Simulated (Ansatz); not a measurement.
Bands of Yb

```
Yb
1.0
     3.38756    0.00000    0.00000
     0.00000    3.38756    0.00000
     0.00000    0.00000    3.38756
Yb
1
Direct
  0.00000 0.00000 0.00000
```

The structure comes from a relaxation in the same program, started in the sc type, and has space group Pm-3m. Whether it is a known phase or the ground state wasn't checked.

Where the f shell is localised, expect the real compound to differ from this run without U.

No spin–orbit coupling, which matters for the heavy atoms here.

Method: DFT, PBE, all-electron LAPW, scalar-relativistic (Ansatz 0.2.0).

The runs use a Γ-centred 10×10×10 k mesh, Fermi–Dirac smearing of 0.05 eV, basis error target 0.25 meV/atom, no spin polarisation.

Points in fractions of the reciprocal vectors of this cell: Γ (0, 0, 0), X (0, 0.5, 0), M (0.5, 0.5, 0), R (0.5, 0.5, 0.5). The path joins them by straight lines in the order Γ–X–M–Γ–R–X–R–M; legs that retrace an earlier one aren't tabulated. Energies are in eV from the Fermi level.

**Question.** Is there a gap?

**Answer.** none: bands cross the Fermi level, a metal.

**Question.** List the levels between -8 and 2 eV at the symmetry points.

**Answer.** 
Γ: -4.71, -0.37 (×3), -0.34 (×3), -0.28, 0.76 (×2)
X: -1.90, -0.52, -0.43, -0.35 (×2), -0.30, -0.27 (×2), -0.01, 1.52
M: -0.80, -0.43 (×2), -0.36 (×2), -0.33, -0.27, -0.26, 0.67
R: -0.42, -0.38 (×3), -0.29 (×3), 0.54 (×3)
